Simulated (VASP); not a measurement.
# InAs (F-43m) in VASP: notebook

Runs on InAs. Level: PBEsol. Tasks: single point.

All numbers are computed with VASP 6.6.1; they aren't measurements. Logs are shortened: lines on timing, memory, paths and dates and some standing lists are left out, and cuts for length are marked.

**Experimental background.**

From a printed reference work, data compilation, for a bulk crystal of InAs at 4.2 K: band gap 0.418 eV (direct).

The results are compared with them further down.

### 1 The cell of the first run

It takes space group F-43m (No. 216, cubic). Conventional cell: a = 6.036 Å, b = 6.036 Å, c = 6.036 Å, α = 90.00°, β = 90.00°, γ = 90.00°. In (site symmetry -43m) has 4 As at 2.61 Å within 3.4 Å. Within 3.4 Å of As (site symmetry -43m) lie 4 In at 2.61 Å.

### 2 Single point, PBEsol

The input, INCAR:

```
SYSTEM = InAs
ALGO = Normal
EDIFF = 1E-6
ENCUT = 520
GGA = PS
ISIF = 2
ISMEAR = -1
LASPH = .True.
LCHARG = .False.
LREAL = .False.
LWAVE = .False.
NBANDS = 16
NELM = 80
PREC = Accurate
SIGMA = 0.05
```

The input, KPOINTS:

```
k-points
0
Gamma
  8 8 8
  0 0 0
```

The input, POSCAR:

```
InAs
1.0
    0.0000000000      3.0180000000      3.0180000000
    3.0180000000      0.0000000000      3.0180000000
    3.0180000000      3.0180000000      0.0000000000
In As
1 1
Direct
    0.0000000000      0.0000000000      0.0000000000
    0.7500000000      0.7500000000      0.7500000000
```

Potentials or basis: VASP PAW PBE potentials, release 64 (In_d, As).

On the command line:

```
cat potpaw_PBE.64/In_d/POTCAR potpaw_PBE.64/As/POTCAR > POTCAR
mpirun -np 1 vasp_std > vasp.out
```

OUTCAR:

```text
SYSTEM = InAs
   EDIFF = 1E-6
   ENCUT = 520
   GGA = PS
   ISIF = 2
   ISMEAR = -1
   LASPH = .True.
   LREAL = .False.
   NELM = 80
   PREC = Accurate

 ion  position               nearest neighbor table
   1  0.000  0.000  0.000-   2 2.61   2 2.61   2 2.61   2 2.61
   2  0.750  0.750  0.750-   1 2.61   1 2.61   1 2.61   1 2.61

  LATTYP: Found a face centered cubic cell.
 ALAT       =     6.0360000000

  Lattice vectors:

 A1 = (   0.0000000000,   3.0180000000,   3.0180000000)
 A2 = (   3.0180000000,   0.0000000000,   3.0180000000)
 A3 = (   3.0180000000,   3.0180000000,   0.0000000000)

Analysis of symmetry for initial positions (statically):
=====================================================================
 Subroutine PRICEL returns:
 Original cell was already a primitive cell.

 Routine SETGRP: Setting up the symmetry group for a
 face centered cubic supercell.

 Subroutine GETGRP returns: Found 24 space group operations
 (whereof 24 operations were pure point group operations)
 out of a pool of 48 trial point group operations.

The static configuration has the point symmetry T_d .

Analysis of symmetry for dynamics (positions and initial velocities):
=====================================================================
 Subroutine PRICEL returns:
 Original cell was already a primitive cell.

 Routine SETGRP: Setting up the symmetry group for a
 face centered cubic supercell.

 Subroutine GETGRP returns: Found 24 space group operations
 (whereof 24 operations were pure point group operations)
 out of a pool of 48 trial point group operations.

The dynamic configuration has the point symmetry T_d .

 Subroutine INISYM returns: Found 24 space group operations
 (whereof 24 operations are pure point group operations),
 and found     1 'primitive' translations

----------------------------------------------------------------------------------------

                                     Primitive cell

  volume of cell :      54.9778

  direct lattice vectors                    reciprocal lattice vectors
     0.000000000  3.018000000  3.018000000    -0.165672631  0.165672631  0.165672631
     3.018000000  0.000000000  3.018000000     0.165672631 -0.165672631  0.165672631
     3.018000000  3.018000000  0.000000000     0.165672631  0.165672631 -0.165672631

  length of vectors
     4.268096531  4.268096531  4.268096531     0.286953414  0.286953414  0.286953414

  position of ions in fractional coordinates (direct lattice)
     0.000000000  0.000000000  0.000000000
     0.750000000  0.750000000  0.750000000

  ion indices of the primitive-cell ions
   primitive index   ion index
                 1           1
                 2           2

----------------------------------------------------------------------------------------

 KPOINTS: k-points

Automatic generation of k-mesh.
 Grid dimensions read from file:
 generate k-points for:    8    8    8

 Generating k-lattice:

  Cartesian coordinates                     Fractional coordinates (reciprocal lattice)
    -0.020709079  0.020709079  0.020709079     0.125000000  0.000000000  0.000000000
     0.020709079 -0.020709079  0.020709079     0.000000000  0.125000000  0.000000000
     0.020709079  0.020709079 -0.020709079     0.000000000  0.000000000  0.125000000

  Length of vectors
     0.035869177  0.035869177  0.035869177

  Shift w.r.t. Gamma in fractional coordinates (k-lattice)
     0.000000000  0.000000000  0.000000000

 Subroutine IBZKPT returns following result:
 ===========================================

 Found     29 irreducible k-points:

 Following reciprocal coordinates:
            Coordinates               Weight
  0.000000  0.000000  0.000000      1.000000
  0.125000  0.000000  0.000000      8.000000
  0.250000  0.000000  0.000000      8.000000
  0.375000  0.000000  0.000000      8.000000
  0.500000  0.000000  0.000000      4.000000
  0.125000  0.125000  0.000000      6.000000
[... 16 lines left out ...]
  0.500000  0.250000  0.125000     48.000000
 -0.375000  0.250000  0.125000     24.000000
 [... further k-points ...]
   k-points           NKPTS =     29   k-points in BZ     NKDIM =     29   number of bands    NBANDS=     16
   number of dos      NEDOS =    301   number of ions     NIONS =      2
   total plane-waves  NPLWV =  32768
   dimension x,y,z NGX =    32 NGY =   32 NGZ =   32
   dimension x,y,z NGXF=    64 NGYF=   64 NGZF=   64
   ions per type =               1   1
   NGX,Y,Z   is equivalent  to a cutoff of  12.46, 12.46, 12.46 a.u.
   NGXF,Y,Z  is equivalent  to a cutoff of  24.93, 24.93, 24.93 a.u.
 SYSTEM =  InAs
   PREC   = accura    normal or accurate (medium, high low for compatibility)
   ISTART =      0    job   : 0-new  1-cont  2-samecut
   ICHARG =      2    charge: 1-file 2-atom 10-const
   ISPIN  =      1    spin polarized calculation?
   LNONCOLLINEAR =      F non collinear calculations
   LSORBIT =      F    spin-orbit coupling
   LASPH  =      T    aspherical Exc in radial PAW
   ENCUT  =  520.0 eV  38.22 Ry    6.18 a.u.   7.94  7.94  7.94*2*pi/ulx,y,z
   NELM   =     80;   NELMIN=  2; NELMDL= -5     # of ELM steps
   EDIFF  = 0.1E-05   stopping-criterion for ELM
   LREAL  =      F    real-space projection
   EDIFFG = 0.1E-04   stopping-criterion for IOM
   NSW    =      0    number of steps for IOM
   IBRION =     -1    ionic relax: 0-MD 1-quasi-New 2-CG
   NFREE  =      0    steps in history (QN), initial steepest desc. (CG)
   ISIF   =      2    stress and relaxation
   ISYM   =      2    0-nonsym 1-usesym 2-fastsym
   POTIM  = 0.5000    time-step for ionic-motion
   TEBEG  =    0.0;   TEEND  =   0.0 temperature during run
   PSTRESS=    0.0 pullay stress
   NELECT =      18.0000    total number of electrons
   NUPDOWN=      -1.0000    fix difference up-down
   EMIN   =  10.00;   EMAX   =-10.00  energy-range for DOS
   EFERMI =   0.00;   METHOD = LEGACY
   ISMEAR =    -1;   SIGMA  =   0.05  broadening in eV -4-tet -1-fermi 0-gaus
   EFERMI_NEDOS =   21; number of points for ismear=-14 and -15
   IALGO  =     38    algorithm
   IMIX   =      4    mixing-type and parameters
     AMIX     =   0.40;   BMIX     =  1.00
     AMIX_MAG =   1.60;   BMIX_MAG =  1.00
  volume/ion in A,a.u.               =      27.49       185.50
  Fermi-wavevector in a.u.,A,eV,Ry     =   1.128331  2.132236 17.321990  1.273130
  Thomas-Fermi vector in A             =   2.265020
   LORBIT       =      0    0 simple, 1 ext, 2 COOP (PROOUT), +10 PAW based schemes
   GGA     = PS    functional components
   LHFCALC =     F    Hartree Fock is set to
   AEXX    =    0.0000 exact exchange contribution
   IVDW    =     0    specifies the selected vdW correction
   LEPSILON=     F    determine dielectric tensor
   LRPA    =     F    only Hartree local field effects (RPA)
 non-spin polarized calculation
  energy-cutoff  :      520.00
  volume of cell :       54.98
 maximum number of plane-waves:      1494
   NGX = 15   NGY = 15   NGZ = 15

 number of electron      17.9999991 magnetization

 Free energy of the ion-electron system (eV)
  ---------------------------------------------------
  ext. energy  EPLUGINS =         0.00000000
  ---------------------------------------------------
  free energy    TOTEN  =        -8.47945649 eV

  energy without entropy =       -8.47892086  energy(sigma->0) =       -8.47918867

 E-fermi :   4.4766     XC(G=0):  -9.3078

 val. band max:        4.4296641822   @ k =   0.0000   0.0000   0.0000
 cond. band min:       5.3146616027   @ k =   0.5000   0.0000   0.0000
 fundamental gap:      0.8849974205
 Fermi energy:         4.4766434920

 k-point     1 :       0.0000    0.0000    0.0000
  band No.  band energies     occupation
      1      -9.9160      2.00000
      2      -9.9160      2.00000
      3      -9.9160      2.00000
      4      -9.7858      2.00000
      5      -9.7858      2.00000
      6      -7.4966      2.00000
[... 8 lines left out ...]
     15      14.1095      0.00000
     16      14.1095      0.00000

 k-point     2 :       0.1250    0.0000    0.0000
  band No.  band energies     occupation
      1      -9.9375      2.00000
      2      -9.9099      2.00000
      3      -9.9099      2.00000
      4      -9.7859      2.00000
      5      -9.7859      2.00000
      6      -7.3318      2.00000
[... 8 lines left out ...]
     15      13.1835      0.00000
     16      13.1835      0.00000

 k-point     3 :       0.2500    0.0000    0.0000
  band No.  band energies     occupation
      1      -9.9857      2.00000
      2      -9.8969      2.00000
      3      -9.8969      2.00000
      4      -9.7845      2.00000
      5      -9.7845      2.00000
      6      -6.8807      2.00000
[... 8 lines left out ...]
     15      12.9377      0.00000
     16      12.9377      0.00000

 k-point     4 :       0.3750    0.0000    0.0000
  band No.  band energies     occupation
      1     -10.0297      2.00000
      2      -9.8866      2.00000
      3      -9.8866      2.00000
      4      -9.7802      2.00000
      5      -9.7802      2.00000
      6      -6.3025      2.00000
[... 8 lines left out ...]
     15      13.8929      0.00000
     16      13.8929      0.00000

 k-point     5 :       0.5000    0.0000    0.0000
  band No.  band energies     occupation
      1     -10.0469      2.00000
      2      -9.8833      2.00000
      3      -9.8833      2.00000
      4      -9.7774      2.00000
      5      -9.7774      2.00000
      6      -5.9926      2.00000
[... 8 lines left out ...]
     15      15.1471      0.00000
     16      15.1471      0.00000

 k-point     6 :       0.1250    0.1250    0.0000
  band No.  band energies     occupation
      1      -9.9506      2.00000
      2      -9.9041      2.00000
      3      -9.9041      2.00000
      4      -9.7905      2.00000
      5      -9.7823      2.00000
      6      -7.2775      2.00000
[... 8 lines left out ...]
     15      13.0295      0.00000
     16      14.2774      0.00000

 k-point     7 :       0.2500    0.1250    0.0000
  band No.  band energies     occupation
      1      -9.9894      2.00000
      2      -9.8930      2.00000
      3      -9.8903      2.00000
      4      -9.7941      2.00000
      5      -9.7790      2.00000
      6      -6.9216      2.00000
[... 8 lines left out ...]
     15      13.9108      0.00000
     16      13.9756      0.00000

 k-point     8 :       0.3750    0.1250    0.0000
  band No.  band energies     occupation
      1     -10.0295      2.00000
      2      -9.8840      2.00000
      3      -9.8789      2.00000
      4      -9.7921      2.00000
      5      -9.7759      2.00000
      6      -6.3733      2.00000
[... 8 lines left out ...]
     15      13.7992      0.00000
     16      14.5760      0.00000

 k-point     9 :       0.5000    0.1250    0.0000
  band No.  band energies     occupation
      1     -10.0516      2.00000
      2      -9.8799      2.00000
      3      -9.8750      2.00000
      4      -9.7851      2.00000
      5      -9.7761      2.00000
      6      -5.9313      2.00000
[... 8 lines left out ...]
     15      14.5549      0.00000
     16      15.2097      0.00000
[... 172 lines left out ...]
 k-point    19 :       0.5000    0.3750    0.0000
  band No.  band energies     occupation
      1     -10.0956      2.00000
      2      -9.8432      2.00000
      3      -9.8379      2.00000
      4      -9.8183      2.00000
      5      -9.7657      2.00000
      6      -5.5472      2.00000
[... 8 lines left out ...]
     15      15.7689      0.00000
     16      16.3300      0.00000

 k-point    20 :      -0.3750    0.3750    0.0000
  band No.  band energies     occupation
      1     -10.0859      2.00000
      2      -9.8558      2.00000
      3      -9.8433      2.00000
      4      -9.8072      2.00000
      5      -9.7728      2.00000
      6      -5.4561      2.00000
[... 8 lines left out ...]
     15      14.3614      0.00000
     16      17.1794      0.00000

 k-point    21 :       0.5000    0.5000    0.0000
  band No.  band energies     occupation
      1     -10.1073      2.00000
      2      -9.8315      2.00000
      3      -9.8315      2.00000
      4      -9.8264      2.00000
      5      -9.7621      2.00000
      6      -5.4404      2.00000
[... 8 lines left out ...]
     15      15.9259      0.00000
     16      16.6134      0.00000

 k-point    22 :       0.3750    0.2500    0.1250
  band No.  band energies     occupation
      1     -10.0248      2.00000
      2      -9.8810      2.00000
      3      -9.8761      2.00000
      4      -9.7982      2.00000
      5      -9.7758      2.00000
      6      -6.5119      2.00000
[... 8 lines left out ...]
     15      14.5154      0.00000
     16      15.1371      0.00000

 k-point    23 :       0.5000    0.2500    0.1250
  band No.  band energies     occupation
      1     -10.0529      2.00000
      2      -9.8754      2.00000
      3      -9.8646      2.00000
      4      -9.7956      2.00000
      5      -9.7760      2.00000
      6      -5.9930      2.00000
[... 8 lines left out ...]
     15      14.6702      0.00000
     16      15.4609      0.00000

 k-point    24 :      -0.3750    0.2500    0.1250
  band No.  band energies     occupation
      1     -10.0634      2.00000
      2      -9.8745      2.00000
      3      -9.8605      2.00000
      4      -9.7913      2.00000
      5      -9.7781      2.00000
      6      -5.7214      2.00000
[... 8 lines left out ...]
     15      14.7457      0.00000
     16      15.4922      0.00000

 [... further k-points ...]
[... 5 lines left out ...]
  --------------------------------------------------------------------------------------
  -------------------------------------------------------------------------------------
  Total        0.5509542      0.5509542      0.5509542      0.0000000      0.0000000      0.0000000
  in kB       16.0560387     16.0560387     16.0560387      0.0000000      0.0000000      0.0000000
  external PRESSURE =      16.0560387 kB  Pullay stress =       0.0000000 kB

 VOLUME and BASIS-vectors are now :
 -----------------------------------------------------------------------------
  energy-cutoff  :      520.00
  volume of cell :       54.98
      direct lattice vectors                 reciprocal lattice vectors
     0.000000000  3.018000000  3.018000000    -0.165672631  0.165672631  0.165672631
     3.018000000  0.000000000  3.018000000     0.165672631 -0.165672631  0.165672631
     3.018000000  3.018000000  0.000000000     0.165672631  0.165672631 -0.165672631

 POSITION                                       TOTAL-FORCE (eV/Angst)
 -----------------------------------------------------------------------------------
      0.00000      0.00000      0.00000        -0.000000     -0.000000     -0.000000
      4.52700      4.52700      4.52700         0.000000      0.000000      0.000000
 -----------------------------------------------------------------------------------
    total drift:                                0.000000      0.000000      0.000000

  FREE ENERGIE OF THE ION-ELECTRON SYSTEM (eV)
  ---------------------------------------------------
  free  energy   TOTEN  =        -8.4794564888 eV

  energy  without entropy=       -8.4789208565  energy(sigma->0) =       -8.47918867
```

It took 8.7 s on 1 thread of Intel Xeon 6975P-C (Granite Rapids), shared host; peak memory 0.18 GiB.

What came out:

| Property | Result |
| --- | --- |
| Free energy | -8.4795 eV |
| Pressure | 1.6 GPa |
| Band gap on the k mesh | zero (filled and empty bands touch) |

Caveat: the PAW data sets were made with another functional, which shifts forces and pressure a little; spin-orbit coupling is left out, which moves the levels of the heavy elements.

[end of part 1 of 2]
